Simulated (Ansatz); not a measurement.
# SnO2: a line through a two-coordinate scan, part 1 of 2

One line of a two-coordinate grid on SnO₂ (I4_1/amd, No. 141; 6 atoms in the cell): volume per atom is varied, at c/a of the conventional cell = 2.892.

Computed with Ansatz 0.2.0 (DFT LDA, scalar-relativistic, plane waves, PAW, unless a step's input says otherwise).

4 further runs of the same task are left out: 4 set aside as unsound or not needed. Runs told in other sessions of the task aren't counted.

## 1. The structure to begin with

Symmetry: I4_1/amd, No. 141, tetragonal system. Conventional cell: a = 3.970 Å, b = 3.970 Å, c = 10.175 Å, α = 90.00°, β = 90.00°, γ = 90.00°. Around Sn (site symmetry -4m2) lie 6 O at 2.04 to 2.07 Å. Around O (site symmetry 2mm) lie 3 Sn at 2.04 to 2.07 Å.

Coordinates:

```cif
data_structure
_symmetry_space_group_name_H-M 'I4_1/amd:1'
_symmetry_Int_Tables_number 141
_cell_length_a 3.9699
_cell_length_b 3.9699
_cell_length_c 10.1754
_cell_angle_alpha 90.000
_cell_angle_beta 90.000
_cell_angle_gamma 90.000
_cell_volume 160.37
loop_
_atom_site_label
_atom_site_type_symbol
_atom_site_symmetry_multiplicity
_atom_site_Wyckoff_symbol
_atom_site_fract_x
_atom_site_fract_y
_atom_site_fract_z
_atom_site_occupancy
Sn1 Sn 4 a 0.00000 0.50000 0.25000 1
O1 O 8 e 0.50000 0.50000 0.29700 1
```

It goes back to an entry of the Materials Project, which need not be the stable form.

This cell was relaxed beforehand with the same method: volume 13.36 Å³/atom, gap on the mesh 1.76 eV.

## 2. The scan

The energy is mapped over volume and the cell's shape.

- volume per atom: 5 values from 11.23 to 15.50 Å³
- c/a of the conventional cell: 5 values from 2.272 to 2.892

Relaxed at each point: the atoms inside the fixed cell. Energies count from the relaxed crystal. Points are written as (first, second).

## 3. The run at (11.23 Å³, 2.892)

The input, input.yaml:

```yaml
crystal:
  lattice:
    - [-1.7991168054, 1.7991168054, 5.2023261545]
    - [1.7991168054, -1.7991168054, 5.2023261545]
    - [1.7991168054, 1.7991168054, -5.2023261545]
  atoms:
    - { symbol: Sn, position: [0.75, 0.25, 0.5] }
    - { symbol: Sn, position: [0.0, 0.0, 0.0] }
    - { symbol: O, position: [0.7970017034, 0.7970017034, 0.0] }
    - { symbol: O, position: [0.9529982966, 0.4529982966, 0.5] }
    - { symbol: O, position: [0.2029982966, 0.2029982966, 0.0] }
    - { symbol: O, position: [0.5470017034, 0.0470017034, 0.5] }
basis:
  ecutwfc: 520.0
kpoints:
  mp_grid: { grid: [10, 10, 10] }
hamiltonian:
  xc: lda
  pseudopotentials: { kind: paw, azcp: { folder: soft_1 } }
scf:
  occupations: { method: gaussian, width: 0.05 }
output:
  forces: true
  stress: true
  eigenvalues: true
relax:
  adjacent_minimum: "off"
  f_tol: 0.01
  max_steps: 30
```

Run with:

```
ansatz run input.yaml --threads 2 --pin off --max-ram 4096MiB --backend cpu --events-out ev --progress --plain --runs-dir out
```

Standard output, shortened:

```text
Warning: <dir> the record states the generating functional pbe (its physics header spells it `PBE`), which answers neither for hamiltonian.xc's functional nor for the lda family's — results may be inconsistent (PPs are generated against a specific XC)
[...]
Warning: output.stress: scf.convergence.dr2_threshold = 1e-7 eV (the SCF's general default) is looser than the 6e-10 eV advised for a printed stress (1e-10 eV for each atom of the cell: 6). What an SCF threshold leaves in a stress goes as its square root, and in the free energy as the [...]
Warning: RAYON_NUM_THREADS=2 ignored (pool sized by the plan → 2); use --threads N
[...]
Pseudopotentials: kind: paw
Pseudopotential: Sn, paw, valence charge 14, recommended cutoff 420 eV (normal), <dir>
Pseudopotential: O, paw, valence charge 6, recommended cutoff 420 eV (normal), <dir>
Functional definition: SPW92
[...]
Crystal: 6 atoms, lattice volume = 67.356 Å³
Basis set: ecut = 520 eV, 1831 PW (Γ), FFT grids on a1+a3, a2+a3, a3
Bands: 32, of which v1, the nominal top of the filled ones, is band 26 counted from 1 (25 counted from 0)
Symmetry: 16 space group operations
Space group: I41/amd (ITA 141), of the structure as read, at distance tolerance 4.1e-5 Å
k-points: 102 of 1000
[...]
SCF iter   1: F=—  HF=-13979.449747 eV  |F-HF|=—  |Δ(HF+E_count)|=         —  Δρ=9.67e-2  dr2=5.48e0  ethr=3.10e-3  ⟨swp⟩=6.3  Hψ=15107  notcnv=0  defer=6
[...]
relax step   1: F+E_penalty+E_count = -13977.77662794 eV  Δ(F+E_penalty+E_count) = +0.000e0 eV  max|allowed force component| = 1.127e0 eV/Å  Δτ_max = 0.0000 Å  (7 SCF iters, dr2 threshold 2.50e-6 eV, accepted)
[...]
relax step   4: F+E_penalty+E_count = -13977.91544155 eV  Δ(F+E_penalty+E_count) = -2.657e-4 eV  max|allowed force component| = 1.898e-5 eV/Å  Δτ_max = 0.0024 Å  (4 SCF iters, dr2 threshold 1.84e-7 eV, accepted)
[...]
relax step   5: F+E_penalty+E_count = -13977.91544155 eV  Δ(F+E_penalty+E_count) = -1.994e-9 eV  max|allowed force component| = 6.587e-6 eV/Å  Δτ_max = 0.0000 Å  (2 SCF iters, accepted)
SCF converged after 2 iterations
Free energy (F): -13977.915442 eV
[...]
E sigma→0 (E₀):  -13977.915442 eV
Fermi energy:    11.456805 eV
[...]
--- Forces (eV/Å), atoms counted from 1 ---
  atom   1  Sn     0.00000000     0.00000000    -0.00000000
  atom   2  Sn    -0.00000000     0.00000000     0.00000000
  atom   3  O      0.00000000     0.00000000    -0.00000659
  atom   4  O     -0.00000000    -0.00000000     0.00000659
  atom   5  O      0.00000000     0.00000000     0.00000659
  atom   6  O      0.00000000     0.00000000    -0.00000659
[...]
--- Stress (GPa, compression-positive) ---
       59.618013      -0.000000       0.000000
       -0.000000      59.618013      -0.000000
        0.000000      -0.000000      36.512180
  P = ⅓ Tr σ = 51.9161 GPa (519.161 kbar)
--- Band table (eV; the first three rows and the last of 102) ---
[...]
--- Relaxed structure (5 steps of the walk, 5 accepted, 0 SCFs on fresh bases) ---
  F+E_penalty+E_count = -13977.91544155 eV   max|allowed force component| = 6.587e-6 eV/Å
  atoms:
    - { symbol: Sn, position: [0.7500000000000002, 0.25, 0.5000000000000001] }
    - { symbol: Sn, position: [-4.446020041698145e-19, -4.446020041698142e-19, 2.2970852475651848e-34] }
    - { symbol: O, position: [0.8026341468126017, 0.8026341468126017, 1.2265989186027686e-34] }
    - { symbol: O, position: [0.9473658531873985, 0.44736585318739847, 0.5] }
    - { symbol: O, position: [0.19736585318739847, 0.19736585318739847, -5.5977514285326354e-34] }
    - { symbol: O, position: [0.5526341468126016, 0.052634146812601576, 0.5] }
```

Run time: 40 s. Hardware: 2 threads of Arm Neoverse V1, shared host; peak memory 0.48 GiB.

Relaxation path:

| step | energy from step 1 (eV/cell) | largest force component (eV/Å) |
| --- | --- | --- |
| 1 | 0.0000 | 1.1270 |
| 2 | -0.1206 | 0.4349 |
| 3 | -0.1385 | 0.0542 |
| 4 | -0.1388 | 0.0000 |
| 5 | -0.1388 | 0.0000 |

Step 1 is the start.

That is 351 meV/atom from the zero.

## 4. The run at (12.29 Å³, 2.892)

Edit input.yaml of step 3 so:

```diff
@@ -2,5 +2,5 @@
   lattice:
-    - [-1.7991168054, 1.7991168054, 5.2023261545]
-    - [1.7991168054, -1.7991168054, 5.2023261545]
-    - [1.7991168054, 1.7991168054, -5.2023261545]
+    - [-1.8545015131, 1.8545015131, 5.3624765754]
+    - [1.8545015131, -1.8545015131, 5.3624765754]
+    - [1.8545015131, 1.8545015131, -5.3624765754]
   atoms:
```

Run with:

```
ansatz run input.yaml --threads 2 --pin off --max-ram 4096MiB --backend cpu --events-out ev --progress --plain --runs-dir out
```

Standard output, shortened:

```text
Warning: <dir> the record states the generating functional pbe (its physics header spells it `PBE`), which answers neither for hamiltonian.xc's functional nor for the lda family's — results may be inconsistent (PPs are generated against a specific XC)
[...]
Warning: output.stress: scf.convergence.dr2_threshold = 1e-7 eV (the SCF's general default) is looser than the 6e-10 eV advised for a printed stress (1e-10 eV for each atom of the cell: 6). What an SCF threshold leaves in a stress goes as its square root, and in the free energy as the [...]
Warning: RAYON_NUM_THREADS=2 ignored (pool sized by the plan → 2); use --threads N
[...]
Pseudopotentials: kind: paw
Pseudopotential: Sn, paw, valence charge 14, recommended cutoff 420 eV (normal), <dir>
Pseudopotential: O, paw, valence charge 6, recommended cutoff 420 eV (normal), <dir>
Functional definition: SPW92
[...]
Crystal: 6 atoms, lattice volume = 73.770 Å³
Basis set: ecut = 520 eV, 1951 PW (Γ), FFT grids on a1+a3, a2+a3, a3
Bands: 32, of which v1, the nominal top of the filled ones, is band 26 counted from 1 (25 counted from 0)
Symmetry: 16 space group operations
[...]
--- Forces (eV/Å), atoms counted from 1 ---
  atom   1  Sn    -0.00000000     0.00000000     0.00000000
  atom   2  Sn     0.00000000    -0.00000000     0.00000000
  atom   3  O     -0.00000000     0.00000000     0.00128156
  atom   4  O      0.00000000     0.00000000    -0.00128156
  atom   5  O      0.00000000     0.00000000    -0.00128156
  atom   6  O      0.00000000    -0.00000000     0.00128156
[...]
--- Stress (GPa, compression-positive) ---
       26.702472       0.000000       0.000000
        0.000000      26.702472       0.000000
        0.000000       0.000000      10.683563
  P = ⅓ Tr σ = 21.3628 GPa (213.628 kbar)
--- Band table (eV; the first three rows and the last of 102) ---
[...]
--- Relaxed structure (5 steps of the walk, 5 accepted, 0 SCFs on fresh bases) ---
  F+E_penalty+E_count = -13979.33594020 eV   max|allowed force component| = 1.282e-3 eV/Å
  atoms:
    - { symbol: Sn, position: [0.7500000000000001, 0.24999999999999997, 0.5000000000000001] }
    - { symbol: Sn, position: [2.1566198025426472e-19, 2.156619802542647e-19, 1.7092246502612605e-34] }
    - { symbol: O, position: [0.8036553864490109, 0.8036553864490109, -2.1852112617264214e-34] }
    - { symbol: O, position: [0.9463446135509892, 0.4463446135509892, 0.5] }
    - { symbol: O, position: [0.19634461355098906, 0.19634461355098906, -1.016880488130117e-34] }
    - { symbol: O, position: [0.5536553864490109, 0.05365538644901089, 0.5] }
```

Run time: 43 s. Hardware: 2 threads of Arm Neoverse V1, shared host; peak memory 0.51 GiB.

Relaxation path:

```
step  E - E(step 1) (eV/cell)  largest force component (eV/Å)
   1                   0.0000                          1.0978
   2                  -0.1497                          0.3753
   3                  -0.1660                          0.0516
   4                  -0.1663                          0.0013
   5                  -0.1663                          0.0013
```

Step 1 is the start.

That is 114 meV/atom from the zero.

## 5. Grid point (13.36 Å³, 2.892)

Edit input.yaml of step 4 so:

```diff
@@ -2,5 +2,5 @@
   lattice:
-    - [-1.8545015131, 1.8545015131, 5.3624765754]
-    - [1.8545015131, -1.8545015131, 5.3624765754]
-    - [1.8545015131, 1.8545015131, -5.3624765754]
+    - [-1.9067525751, 1.9067525751, 5.5135657461]
+    - [1.9067525751, -1.9067525751, 5.5135657461]
+    - [1.9067525751, 1.9067525751, -5.5135657461]
   atoms:
```

Run with:

```
ansatz run input.yaml --threads 2 --pin off --max-ram 4096MiB --backend cpu --events-out ev --progress --plain --runs-dir out
```

Standard output, shortened:

```text
Warning: <dir> the record states the generating functional pbe (its physics header spells it `PBE`), which answers neither for hamiltonian.xc's functional nor for the lda family's — results may be inconsistent (PPs are generated against a specific XC)
[...]
Warning: output.stress: scf.convergence.dr2_threshold = 1e-7 eV (the SCF's general default) is looser than the 6e-10 eV advised for a printed stress (1e-10 eV for each atom of the cell: 6). What an SCF threshold leaves in a stress goes as its square root, and in the free energy as the [...]
Warning: RAYON_NUM_THREADS=2 ignored (pool sized by the plan → 2); use --threads N
[...]
Pseudopotentials: kind: paw
Pseudopotential: Sn, paw, valence charge 14, recommended cutoff 420 eV (normal), <dir>
Pseudopotential: O, paw, valence charge 6, recommended cutoff 420 eV (normal), <dir>
Functional definition: SPW92
[...]
Crystal: 6 atoms, lattice volume = 80.183 Å³
Basis set: ecut = 520 eV, 2125 PW (Γ), FFT grids on a1+a3, a2+a3, a3
Bands: 32, of which v1, the nominal top of the filled ones, is band 26 counted from 1 (25 counted from 0)
Symmetry: 16 space group operations
[...]
--- Forces (eV/Å), atoms counted from 1 ---
  atom   1  Sn     0.00000000     0.00000000     0.00000000
  atom   2  Sn     0.00000000    -0.00000000     0.00000000
  atom   3  O      0.00000000     0.00000000    -0.00135798
  atom   4  O      0.00000000     0.00000000     0.00135798
  atom   5  O     -0.00000000    -0.00000000     0.00135798
  atom   6  O     -0.00000000     0.00000000    -0.00135798
[...]
--- Stress (GPa, compression-positive) ---
        5.896138       0.000000       0.000000
        0.000000       5.896138      -0.000000
        0.000000       0.000000      -5.870779
  P = ⅓ Tr σ = 1.9738 GPa (19.738 kbar)
--- Band table (eV; the first three rows and the last of 102) ---
[...]
--- Relaxed structure (4 steps of the walk, 4 accepted, 0 SCFs on fresh bases) ---
  F+E_penalty+E_count = -13979.77368048 eV   max|allowed force component| = 1.358e-3 eV/Å
  atoms:
    - { symbol: Sn, position: [0.75, 0.25000000000000006, 0.5] }
    - { symbol: Sn, position: [2.097521586889401e-19, 2.0975215868894013e-19, 1.3046577432154319e-34] }
    - { symbol: O, position: [0.8047517885971943, 0.8047517885971943, 3.829801762342075e-34] }
    - { symbol: O, position: [0.9452482114028058, 0.4452482114028058, 0.49999999999999994] }
    - { symbol: O, position: [0.1952482114028057, 0.1952482114028057, -4.75568790268851e-34] }
    - { symbol: O, position: [0.5547517885971943, 0.0547517885971943, 0.5] }
```

It took 43 s on 2 threads of Arm Neoverse V1, shared host; peak memory 0.53 GiB.

The steps of the relaxation:

| step | energy from step 1 (eV/cell) | largest force component (eV/Å) |
| --- | --- | --- |
| 1 | 0.0000 | 1.0673 |
| 2 | -0.1810 | 0.3138 |
| 3 | -0.1948 | 0.0017 |
| 4 | -0.1948 | 0.0014 |

Step 1 is the start.

On the map this point reads 41 meV/atom.

(Continued in part 2 of 2.)
